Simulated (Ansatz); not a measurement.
Write the native input for Ansatz 0.2.0 that does the following.

```
Task                                : band structure
Functional                          : r2SCAN
Potentials or basis                 : Ansatz PAW
Cutoff                              : 500 eV (not typed: the program's choice for these potentials)
k mesh                              : 9 × 9 × 9
Occupations                         : fermi-dirac, width 0.05 eV
Spin                                : spin-orbit coupling, no magnetisation
Path                                : [["G", "H", "N", "G", "P", "H"], ["P", "N"]]
Points for each segment of the path : 14
```

Pd:

```
Pd
1.0
    -1.57228    1.57228    1.57228
     1.57228   -1.57228    1.57228
     1.57228    1.57228   -1.57228
Pd
1
Direct
  0.00000 0.00000 0.00000
```

This isn't the form of Pd at room conditions, which is fcc.

These files were run (other wordings do the same):

input.yaml

```yaml
crystal:
  lattice:
    - [-1.572281, 1.572281, 1.572281]
    - [1.572281, -1.572281, 1.572281]
    - [1.572281, 1.572281, -1.572281]
  atoms:
    - { symbol: Pd, position: [0.0, 0.0, 0.0] }
hamiltonian:
  xc: r2scan
  pseudopotentials: { kind: paw_fr }
magnetization:
  noncollinear: true
  spin_orbit: true
kpoints:
  mp_grid: { grid: [9, 9, 9] }
  band_path:
    path:
      - [[0.0, 0.0, 0.0], [0.5, -0.5, 0.5], [0.0, 0.0, 0.5], [0.0, 0.0, 0.0], [0.25, 0.25, 0.25], [0.5, -0.5, 0.5]]
      - [[0.25, 0.25, 0.25], [0.0, 0.0, 0.5]]
    npoints: 14
scf:
  occupations: { method: fermi_dirac, width: 0.05 }
  n_extra_bands: 6
output:
  forces: true
  stress: true
  eigenvalues: true
  fatbands: true
```

Potentials or basis: Ansatz PAW.

Run with:

```bash
$ ansatz run input.yaml --threads 2 --pin off --max-ram 5632MiB --backend cpu --events-out ev --progress --plain --runs-dir out
```

Results of the run:

The pressure is -5.7 GPa. The band gap on the k mesh is none (metal or under the smearing width).

Caveat: the PAW data sets come from PBE, with cores solved anew for the run's functional, which leaves a small shift of forces and pressure.

It took 8.4 s on 2 threads of Arm Neoverse V2, with other jobs on the host, peak memory 0.35 GiB.
